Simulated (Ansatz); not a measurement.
Quasiparticle levels of MgO (Fm-3m)

These are results of G0W0@PBE, plasmon-pole screening, norm-conserving pseudopotentials (Ansatz), not measurements.

The input was:

```yaml
crystal:
  lattice:
    - [0.0, 2.031325, 2.031325]
    - [2.031325, 0.0, 2.031325]
    - [2.031325, 2.031325, 0.0]
  atoms:
    - { symbol: Mg, position: [0.0, 0.0, 0.0] }
    - { symbol: O, position: [0.5, 0.5, 0.5] }
basis:
  precision: f64
  xc_grid: 2
kpoints:
  mp_grid: { grid: [4, 4, 4], shift: [0, 0, 0] }
hamiltonian:
  xc: pbe
  dispersion: none
  pseudopotentials: { kind: nc }
magnetization:
  spin_polarized: false
scf:
  lower_state_search: "off"
  max_iter: 200
  occupations: { method: fixed }
  convergence: { dr2_threshold: "1e-10 eV" }
output: {}
gw:
  n_empty_bands: 108
  ecut_chi: 200
  qp_bands: [v1, c1]
```

Levels count from the highest filled Kohn-Sham level listed; ε_QP = ε_KS + Z(Σ − Vxc). VB is the top filled band, CB the lowest empty one. The wave cutoff came out at 1240 eV.

```
k  band  ε_KS (eV)  Σx − Vxc (eV)  Σc (eV)     Z  ε_QP (eV)
Γ    VB       0.00          -5.50     3.73  0.82      -1.44
Γ    CB       5.87           5.04    -3.85  0.86       6.90
```

The gap (direct at Γ) opens from 5.87 eV to 8.34 eV.

Electronic (ion-clamped) dielectric constant on this mesh, from the head of the inverse dielectric matrix: 3.1.

With norm-conserving pseudopotentials the core–valence exchange is only approximate, which can shift gaps by tenths of an eV and RPA lattice constants by most of a per cent. The cell is a model at fixed atoms and needn't be the relaxed known crystal. The mesh is coarse, so these are values at the stated settings, not converged ones. Band sums or response are cut, so the gap isn't at its basis limit.
